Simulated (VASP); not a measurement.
GaN, 2 atoms in the cell. Symmetry: Fm-3m, No. 225, cubic system. Conventional cell: a = 4.270 Å, b = 4.270 Å, c = 4.270 Å, α = 90.00°, β = 90.00°, γ = 90.00°. Ga (site symmetry m-3m) is surrounded by 6 N at 2.14 Å. Around N (site symmetry m-3m) lie 6 Ga at 2.14 Å. Measurements of this composition are mostly on another form, of space group No. 186.

| Item | Value |
| --- | --- |
| Program | VASP 6.6.1 |
| Task | single point |
| Functional | HSE(alpha, omega) |
| Potentials or basis | VASP PAW PBE potentials, release 64 (Ga_d, N) |
| Cutoff | 520 eV |
| k mesh | 6 × 6 × 6 |
| Occupations | fermi-dirac, width 0.05 eV |
| Spin | no spin polarisation |
| Share of exact exchange | 0.5 |
| Grid for exact exchange (PRECFOCK) | Fast |
| Further INCAR settings | ALGO = Normal; EDIFF = 1e-06 |

Potentials or basis: VASP PAW PBE potentials, release 64 (Ga_d, N).

Command:

```bash
$ cat potpaw_PBE.64/Ga_d/POTCAR potpaw_PBE.64/N/POTCAR > POTCAR
$ cp INCAR.step1 INCAR
$ mpirun -np 1 vasp_std > vasp.out
$ cp INCAR.step2 INCAR
$ mpirun -np 1 vasp_std > vasp.out
```

Hardware: 1 thread of Intel(R) Xeon(R) Platinum 8488C (Sapphire Rapids) (shared host).

Q: Estimate the wall time of this run.

A: Run time: 6.6 min on 1 thread of Intel(R) Xeon(R) Platinum 8488C (Sapphire Rapids) (shared host), peak memory 0.25 GiB. Counts: scf iterations 12, k points 16.
